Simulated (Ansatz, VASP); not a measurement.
N: VASP beside Ansatz

```
CELL_PARAMETERS angstrom
4.13781 0.00000 0.00000
0.00000 4.13781 0.00000
0.00000 0.00000 5.41626
ATOMIC_POSITIONS crystal
N 0.40428 0.59572 0.50000
N 0.09572 0.09572 0.00000
N 0.59572 0.40428 0.50000
N 0.90428 0.90428 0.00000
```

Change from the starting cell: volume scaled by 1.04.

Alike in both runs: task single point; functional PBE; k mesh 7 × 7 × 5; occupations fermi-dirac, width 0.05 eV; no spin polarisation.

```csv
,VASP,Ansatz
version,VASP 6.6.1,Ansatz 0.2.0
potentials or method,"VASP PAW PBE potentials, release 64 (N)",Ansatz PAW
plane-wave cutoff (eV),520,420
valence electrons in the cell,20,20
```

Ansatz gave:

| Quantity | Value |
| --- | --- |
| gap on the k mesh at the Fermi level (eV) | 6.86 |
| least direct gap on the mesh (eV) | 7.03 |
| pressure (GPa) | -2.7 |
| largest component of the traceless stress (GPa) | 3.18 |
| rms of the force components (eV/Å) | 1.419 |

Problem. Which values does VASP return?

Solution. gap on the k mesh at the Fermi level (eV): 6.82; least direct gap on the mesh (eV): 6.99; pressure (GPa): -1.2; largest component of the traceless stress (GPa): 1.46; rms of the force components (eV/Å): 0.644.

Atom by atom the forces differ by 0.775 eV/Å (rms over components).

Caveats: forces of over 1 eV/Å show positions far from the minimum, so gaps and moduli don't describe the material at rest; the standard files for N, O and F lose accuracy on very short bonds (VASP); an odd mesh through Γ misses points on the zone boundary, where band edges often lie (VASP); odd divisions of the mesh miss points on the zone boundary, where band edges often lie, so the gap on the mesh can be too wide (Ansatz); the pressure holds a Pulay correction of +0.4 GPa for the finite cutoff (Ansatz).
